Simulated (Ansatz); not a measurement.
# CsSnBr3: the cost of one run

Program: Ansatz 0.2.0 through its Python package. Level of theory: DFT PBE, plane waves, PAW. These are calculated values, not measurements.

## (1) The system

It takes space group Pm-3m (No. 221, cubic). The conventional cell has a = 5.839 Å, b = 5.839 Å, c = 5.839 Å, α = 90.00°, β = 90.00°, γ = 90.00°. Around Cs (site symmetry m-3m) lie 12 Br at 4.13 Å. Sn (site symmetry m-3m) has 6 Br at 2.92 Å as nearest neighbours. Br (site symmetry 4/mmm) is surrounded by 2 Sn at 2.92 Å and 4 Cs at 4.13 Å.

No structure file is read: the coordinates are typed or built in the script.

## (2) The code

Contents of optics_cssnbr3.py:

```python
import warnings

import ansatz
import matplotlib.pyplot as plt
import numpy as np

warnings.simplefilter("ignore", ansatz.DeckWarning)

crystal = (
    ansatz.Lattice.of([5.839006, 0.0, 0.0], [0.0, 5.839006, 0.0], [0.0, 0.0, 5.839006])
    .atom("Cs", [0.0, 0.0, 0.0])
    .atom("Sn", [0.5, 0.5, 0.5])
    .atom("Br", [0.5, 0.0, 0.5])
    .atom("Br", [0.5, 0.5, 0.0])
    .atom("Br", [0.0, 0.5, 0.5])
)

model = (
    crystal.calculation()
    .occupations("fixed")
    .basis(470)
    .kpoints(mesh=(4, 4, 4))
    .optics(energy_step=0.05, nscf_kmesh=(5, 5, 5), broadening_width=0.1, spectra_wanted_up_to=10)
)
result = model.run(threads=1)
spectra = result.optics()
energy, filling = np.asarray(spectra.photon_energy_ev), spectra.band_filling
gapped = filling.kind == "insulating"
eps1 = np.asarray(filling.eps1 if gapped else filling.eps1_interband)[:3].mean(axis=0)
eps2 = np.asarray(filling.eps2 if gapped else filling.eps2_interband)[:3].mean(axis=0)
print("filling:", filling.kind, "- valid up to", round(spectra.valid_up_to_ev, 2), "eV,", spectra.n_bands, "bands")
top = min(10, spectra.valid_up_to_ev)
shown = energy <= top
plt.figure(figsize=(4.8, 3.2))
plt.plot(energy[shown], eps1[shown], label="eps1")
plt.plot(energy[shown], eps2[shown], label="eps2")
plt.xlabel("photon energy (eV)")
plt.legend()
plt.tight_layout()
plt.savefig("optics.png", dpi=100)
peak = int(np.argmax(np.where(shown & (energy > 0.3), eps2, 0)))
print(f"strongest absorption at {energy[peak]:.2f} eV, eps2 = {eps2[peak]:.2f}")
if gapped:
    print("eps_inf, bands beyond those summed included:", np.round(filling.eps_inf[:3], 3))
print("f-sum electrons:", np.round(filling.get("f_sum_n_eff"), 3))
```

## (3) The calls as engine input

The engine receives this input:

```yaml
crystal:
  lattice:
    - [5.839006, 0.0, 0.0]
    - [0.0, 5.839006, 0.0]
    - [0.0, 0.0, 5.839006]
  atoms:
    - { symbol: Cs, position: [0.0, 0.0, 0.0] }
    - { symbol: Sn, position: [0.5, 0.5, 0.5] }
    - { symbol: Br, position: [0.5, 0.0, 0.5] }
    - { symbol: Br, position: [0.5, 0.5, 0.0] }
    - { symbol: Br, position: [0.0, 0.5, 0.5] }
basis:
  ecutwfc: 470.0
kpoints:
  mp_grid:
    grid: [4, 4, 4]
scf:
  occupations:
    method: fixed
output:
  optics:
    de: 0.05
    sigma: 0.1
    nscf_kmesh:
      grid: [5, 5, 5]
    bands:
      spectra_wanted_up_to: 10.0
```

## (4) Launch

Launch:

```bash
> python optics_cssnbr3.py
```

Q: Estimate wall time and peak memory on 1 thread of Arm Neoverse V2, shared host.

About 66 s, with a peak of 0.88 GiB.
